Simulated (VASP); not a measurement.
# GaSb (F-43m) in VASP: a series of runs

The runs below take GaSb through relaxation of cell and atoms, with PBEsol.

All numbers are computed with VASP 6.6.1; they aren't measurements. Logs are shortened: lines on timing, memory, paths and dates and some standing lists are left out, and cuts for length are marked.

## (1) The structure

The structure is cubic, space group F-43m (No. 216). The conventional cell has a = 6.118 Å, b = 6.118 Å, c = 6.118 Å, α = 90.00°, β = 90.00°, γ = 90.00°. Ga (site symmetry -43m) has 4 Sb at 2.65 Å as nearest neighbours. Sb (site symmetry -43m) is surrounded by 4 Ga at 2.65 Å.

## (2) Relaxation of cell and atoms, PBEsol

File INCAR:

```
SYSTEM = GaSb
PREC = Accurate
ENCUT = 520
EDIFF = 1E-7
ISMEAR = 0
SIGMA = 0.02
LREAL = .FALSE.
LASPH = .TRUE.
NELM = 60
ALGO = Normal
ISIF = 3
LWAVE = .FALSE.
LCHARG = .FALSE.
GGA = PS
IBRION = 2
NSW = 80
EDIFFG = -0.002
```

File KPOINTS:

```
Automatic mesh
0
G
  10 10 10
  0 0 0
```

File POSCAR:

```
GaSb
1.0
    0.0000000000      3.0590000000      3.0590000000
    3.0590000000      0.0000000000      3.0590000000
    3.0590000000      3.0590000000      0.0000000000
Ga Sb
1 1
Direct
    0.0000000000      0.0000000000      0.0000000000
    0.2500000000      0.2500000000      0.2500000000
```

Potentials or basis: VASP PAW PBE potentials, release 64 (Ga_d, Sb).

The run is started by

```bash
cat potpaw_PBE.64/Ga_d/POTCAR potpaw_PBE.64/Sb/POTCAR > POTCAR
mpirun -np 1 vasp_std > vasp.out
```

OUTCAR:

```text
SYSTEM = GaSb
   PREC = Accurate
   ENCUT = 520
   EDIFF = 1E-7
   ISMEAR = 0
   LREAL = .FALSE.
   LASPH = .TRUE.
   NELM = 60
   ISIF = 3
   GGA = PS
   IBRION = 2
   NSW = 80
   EDIFFG = -0.002

 ion  position               nearest neighbor table
   1  0.000  0.000  0.000-   2 2.65   2 2.65   2 2.65   2 2.65
   2  0.250  0.250  0.250-   1 2.65   1 2.65   1 2.65   1 2.65

  LATTYP: Found a face centered cubic cell.
 ALAT       =     6.1180000000

  Lattice vectors:

 A1 = (   0.0000000000,   3.0590000000,   3.0590000000)
 A2 = (   3.0590000000,   0.0000000000,   3.0590000000)
 A3 = (   3.0590000000,   3.0590000000,   0.0000000000)

Analysis of symmetry for initial positions (statically):
=====================================================================
 Subroutine PRICEL returns:
 Original cell was already a primitive cell.

 Routine SETGRP: Setting up the symmetry group for a
 face centered cubic supercell.

 Subroutine GETGRP returns: Found 24 space group operations
 (whereof 24 operations were pure point group operations)
 out of a pool of 48 trial point group operations.

The static configuration has the point symmetry T_d .

Analysis of symmetry for dynamics (positions and initial velocities):
=====================================================================
 Subroutine PRICEL returns:
 Original cell was already a primitive cell.

 Routine SETGRP: Setting up the symmetry group for a
 face centered cubic supercell.

 Subroutine GETGRP returns: Found 24 space group operations
 (whereof 24 operations were pure point group operations)
 out of a pool of 48 trial point group operations.

The dynamic configuration has the point symmetry T_d .

 Subroutine INISYM returns: Found 24 space group operations
 (whereof 24 operations are pure point group operations),
 and found     1 'primitive' translations

----------------------------------------------------------------------------------------

                                     Primitive cell

  volume of cell :      57.2491

  direct lattice vectors                    reciprocal lattice vectors
     0.000000000  3.059000000  3.059000000    -0.163452109  0.163452109  0.163452109
     3.059000000  0.000000000  3.059000000     0.163452109 -0.163452109  0.163452109
     3.059000000  3.059000000  0.000000000     0.163452109  0.163452109 -0.163452109

  length of vectors
     4.326079287  4.326079287  4.326079287     0.283107357  0.283107357  0.283107357

  position of ions in fractional coordinates (direct lattice)
     0.000000000  0.000000000  0.000000000
     0.250000000  0.250000000  0.250000000

  ion indices of the primitive-cell ions
   primitive index   ion index
                 1           1
                 2           2

----------------------------------------------------------------------------------------

 KPOINTS: Automatic mesh

Automatic generation of k-mesh.
 Grid dimensions read from file:
 generate k-points for:   10   10   10

 Generating k-lattice:

  Cartesian coordinates                     Fractional coordinates (reciprocal lattice)
    -0.016345211  0.016345211  0.016345211     0.100000000  0.000000000  0.000000000
     0.016345211 -0.016345211  0.016345211     0.000000000  0.100000000  0.000000000
     0.016345211  0.016345211 -0.016345211     0.000000000  0.000000000  0.100000000

  Length of vectors
     0.028310736  0.028310736  0.028310736

  Shift w.r.t. Gamma in fractional coordinates (k-lattice)
     0.000000000  0.000000000  0.000000000

 Subroutine IBZKPT returns following result:
 ===========================================

 Found     47 irreducible k-points:

 Following reciprocal coordinates:
            Coordinates               Weight
  0.000000  0.000000  0.000000      1.000000
  0.100000  0.000000  0.000000      8.000000
  0.200000  0.000000  0.000000      8.000000
  0.300000  0.000000  0.000000      8.000000
  0.400000  0.000000  0.000000      8.000000
  0.500000  0.000000  0.000000      4.000000
[... 16 lines left out ...]
  0.300000  0.300000  0.000000      6.000000
  0.400000  0.300000  0.000000     24.000000
 [... further k-points ...]
   k-points           NKPTS =     47   k-points in BZ     NKDIM =     47   number of bands    NBANDS=     13
   number of dos      NEDOS =    301   number of ions     NIONS =      2
   total plane-waves  NPLWV =  32768
   dimension x,y,z NGX =    32 NGY =   32 NGZ =   32
   dimension x,y,z NGXF=    64 NGYF=   64 NGZF=   64
   ions per type =               1   1
   NGX,Y,Z   is equivalent  to a cutoff of  12.30, 12.30, 12.30 a.u.
   NGXF,Y,Z  is equivalent  to a cutoff of  24.59, 24.59, 24.59 a.u.
 SYSTEM =  GaSb
   PREC   = accura    normal or accurate (medium, high low for compatibility)
   ISTART =      0    job   : 0-new  1-cont  2-samecut
   ICHARG =      2    charge: 1-file 2-atom 10-const
   ISPIN  =      1    spin polarized calculation?
   LNONCOLLINEAR =      F non collinear calculations
   LSORBIT =      F    spin-orbit coupling
   LASPH  =      T    aspherical Exc in radial PAW
   ENCUT  =  520.0 eV  38.22 Ry    6.18 a.u.   8.04  8.04  8.04*2*pi/ulx,y,z
   NELM   =     60;   NELMIN=  2; NELMDL= -5     # of ELM steps
   EDIFF  = 0.1E-06   stopping-criterion for ELM
   LREAL  =      F    real-space projection
   EDIFFG = -.2E-02   stopping-criterion for IOM
   NSW    =     80    number of steps for IOM
   IBRION =      2    ionic relax: 0-MD 1-quasi-New 2-CG
   NFREE  =      1    steps in history (QN), initial steepest desc. (CG)
   ISIF   =      3    stress and relaxation
   ISYM   =      2    0-nonsym 1-usesym 2-fastsym
   POTIM  = 0.5000    time-step for ionic-motion
   TEBEG  =    0.0;   TEEND  =   0.0 temperature during run
   PSTRESS=    0.0 pullay stress
   NELECT =      18.0000    total number of electrons
   NUPDOWN=      -1.0000    fix difference up-down
   EMIN   =  10.00;   EMAX   =-10.00  energy-range for DOS
   EFERMI =   0.00;   METHOD = LEGACY
   ISMEAR =     0;   SIGMA  =   0.02  broadening in eV -4-tet -1-fermi 0-gaus
   EFERMI_NEDOS =   21; number of points for ismear=-14 and -15
   IALGO  =     38    algorithm
   IMIX   =      4    mixing-type and parameters
     AMIX     =   0.40;   BMIX     =  1.00
     AMIX_MAG =   1.60;   BMIX_MAG =  1.00
  volume/ion in A,a.u.               =      28.62       193.17
  Fermi-wavevector in a.u.,A,eV,Ry     =   1.113208  2.103657 16.860766  1.239231
  Thomas-Fermi vector in A             =   2.249790
   LORBIT       =      0    0 simple, 1 ext, 2 COOP (PROOUT), +10 PAW based schemes
   GGA     = PS    functional components
   LHFCALC =     F    Hartree Fock is set to
   AEXX    =    0.0000 exact exchange contribution
   IVDW    =     0    specifies the selected vdW correction
   LEPSILON=     F    determine dielectric tensor
   LRPA    =     F    only Hartree local field effects (RPA)
 conjugate gradient relaxation of ions
 non-spin polarized calculation
 Gauss-broadening in eV      SIGMA  =   0.02
  energy-cutoff  :      520.00
  volume of cell :       57.25
 maximum number of plane-waves:      1572
   NGX = 17   NGY = 17   NGZ = 17

--------------------------------------- Ionic step        1  -------------------------------------------

 number of electron      17.9999986 magnetization

 Free energy of the ion-electron system (eV)
  ---------------------------------------------------
  ext. energy  EPLUGINS =         0.00000000
  ---------------------------------------------------
  free energy    TOTEN  =        -8.15340591 eV

  energy without entropy =       -8.15337107  energy(sigma->0) =       -8.15338849

------------------------ aborting loop because EDIFF is reached ----------------------------------------

  FORCE on cell =-STRESS in cart. coord.  units (eV):
  Direction    XX          YY          ZZ          XY          YZ          ZX
  --------------------------------------------------------------------------------------
  -------------------------------------------------------------------------------------
  Total       -0.0230145     -0.0230145     -0.0230145      0.0000000      0.0000000      0.0000000
  in kB       -0.6440870     -0.6440870     -0.6440870      0.0000000      0.0000000      0.0000000
  external PRESSURE =      -0.6440870 kB  Pullay stress =       0.0000000 kB
[... 57 lines left out ...]
  energy  without entropy=       -8.1533866792  energy(sigma->0) =       -8.15340459

--------------------------------------- Ionic step        3  -------------------------------------------

 number of electron      17.9999986 magnetization

 Free energy of the ion-electron system (eV)
  ---------------------------------------------------
  ext. energy  EPLUGINS =         0.00000000
  ---------------------------------------------------
  free energy    TOTEN  =        -8.15342297 eV

  energy without entropy =       -8.15338703  energy(sigma->0) =       -8.15340500

 E-fermi :   4.7542     XC(G=0):  -9.2726

 val. band max:        4.7451225425   @ k =   0.0000   0.0000   0.0000
 cond. band min:       5.0944795436   @ k =   0.5000   0.0000   0.0000
 fundamental gap:      0.3493570011
 Fermi energy:         4.7541839510

 k-point     1 :       0.0000    0.0000    0.0000
  band No.  band energies     occupation
      1     -10.2548      2.00000
      2     -10.2548      2.00000
      3     -10.2548      2.00000
      4     -10.2042      2.00000
      5     -10.2042      2.00000
      6      -6.7687      2.00000
      7       4.7445      1.50730
      8       4.7445      1.50720
      9       4.7445      1.50720
     10       4.7451      1.47831
     11       7.5019      0.00000
     12       7.5019      0.00000
     13       7.5019      0.00000
[... 353 lines left out ...]
 k-point    24 :       0.4000    0.3000    0.0000
  band No.  band energies     occupation
      1     -10.2916      2.00000
      2     -10.2360      2.00000
      3     -10.2354      2.00000
      4     -10.2128      2.00000
      5     -10.2012      2.00000
      6      -5.1533      2.00000
      7      -0.8632      2.00000
      8       2.2259      2.00000
      9       2.5467      2.00000
     10       5.9192      0.00000
     11       6.9687      0.00000
     12      10.8999      0.00000
     13      11.4289      0.00000

 [... further k-points ...]

------------------------ aborting loop because EDIFF is reached ----------------------------------------

  FORCE on cell =-STRESS in cart. coord.  units (eV):
  Direction    XX          YY          ZZ          XY          YZ          ZX
  --------------------------------------------------------------------------------------
  -------------------------------------------------------------------------------------
  Total       -0.0032269     -0.0032269     -0.0032269      0.0000000     -0.0000000     -0.0000000
  in kB       -0.0904313     -0.0904313     -0.0904313      0.0000000     -0.0000000     -0.0000000
  external PRESSURE =      -0.0904313 kB  Pullay stress =       0.0000000 kB
[... 17 lines left out ...]
  FREE ENERGIE OF THE ION-ELECTRON SYSTEM (eV)
  ---------------------------------------------------
  free  energy   TOTEN  =        -8.1534229737 eV

  energy  without entropy=       -8.1533870283  energy(sigma->0) =       -8.15340500

 reached required accuracy - stopping structural energy minimisation
```

Wall time 20 s (1 thread of Intel Xeon 6975P-C (Granite Rapids), shared host); peak memory 0.2 GiB.

Results:

```yaml
Free_energy: -8.1534 eV
Relaxed_volume: 28.59 Å³/atom
Relaxed_cell: a = 4.324 Å, b = 4.324 Å, c = 4.324 Å, α = 60.00°, β = 60.00°, γ = 60.00°
Space_group_after_relaxing_to_0.05_Å: F-43m (No. 216)
Energy_gained_by_relaxing: 0.0 meV/atom
Ionic_steps: 3
Pressure_after_relaxing: 0.0 GPa
Band_gap_on_the_k_mesh: none (metal or under the smearing width)
```

Final structure:
```
CELL_PARAMETERS angstrom
0.00000 3.05760 3.05760
3.05760 0.00000 3.05760
3.05760 3.05760 0.00000
ATOMIC_POSITIONS crystal
Ga 0.00000 0.00000 0.00000
Sb 0.25000 0.25000 0.25000
```

Levels at points of the mesh, in eV from the Fermi level:
```csv
k point,band 7,band 8,band 9,band 10,band 11,band 12
"(0.00, 0.00, 0.00)",-0.01,-0.01,-0.01,-0.01,2.75,2.75
"(0.50, 0.00, 0.00)",-6.41,-1.17,-1.17,0.34,3.71,3.71
"(0.50, 0.50, 0.00)",-6.85,-2.60,-2.60,0.83,1.15,8.67
```

Caveat: the PAW data sets were made with another functional, which shifts forces and pressure a little; this crystal is a semiconductor, whose small gap the functional closes, so the metal is an error of the method. Spin-orbit coupling is left out, which matters for the levels of Sb.

## (3) Relaxation of cell and atoms, PBEsol

INCAR is that of step 2.

KPOINTS is that of step 2.

File POSCAR:

```
GaSb                                    
1.0
    0.0000000000      3.0576015582      3.0576015582
    3.0576015582      0.0000000000      3.0576015582
    3.0576015582      3.0576015582      0.0000000000
  Ga              Sb            
     1     1
Direct
     0.0000000000000000    0.0000000000000000    0.0000000000000000
     0.2500000000000000    0.2500000000000000    0.2500000000000000
```

Potentials or basis: VASP PAW PBE potentials, release 64 (Ga_d, Sb).

The run is started by

```bash
cat potpaw_PBE.64/Ga_d/POTCAR potpaw_PBE.64/Sb/POTCAR > POTCAR
mpirun -np 1 vasp_std > vasp.out
```

It took 10 s on 1 thread of Intel Xeon 6975P-C (Granite Rapids), shared host; peak memory 0.2 GiB.

The run converged. Its results:

* Free energy: -8.1534 eV
* Pressure after relaxing: 0.0 GPa
* Band gap on the k mesh: none (metal or under the smearing width)

Final structure:
```yaml
crystal:
  lattice:
    - [0.00000, 3.05760, 3.05760]
    - [3.05760, 0.00000, 3.05760]
    - [3.05760, 3.05760, 0.00000]
  atoms:
    - { symbol: Ga, position: [0.00000, 0.00000, 0.00000] }
    - { symbol: Sb, position: [0.25000, 0.25000, 0.25000] }
```

Levels at points of the mesh, in eV from the Fermi level:
```csv
k point,band 6,band 7,band 8,band 9,band 10,band 11,band 12,band 13
"(0.00, 0.00, 0.00)",-11.52,-0.01,-0.01,-0.01,-0.01,2.75,2.75,2.75
"(0.50, 0.00, 0.00)",-9.89,-6.41,-1.17,-1.17,0.34,3.71,3.71,6.31
"(0.50, 0.50, 0.00)",-9.06,-6.85,-2.60,-2.60,0.83,1.15,8.67,8.67
```

Caveat: the relaxation stopped at its first step, so nothing moved; the PAW data sets were made with another functional, which shifts forces and pressure a little; this crystal is a semiconductor, whose small gap the functional closes, so the metal is an error of the method.
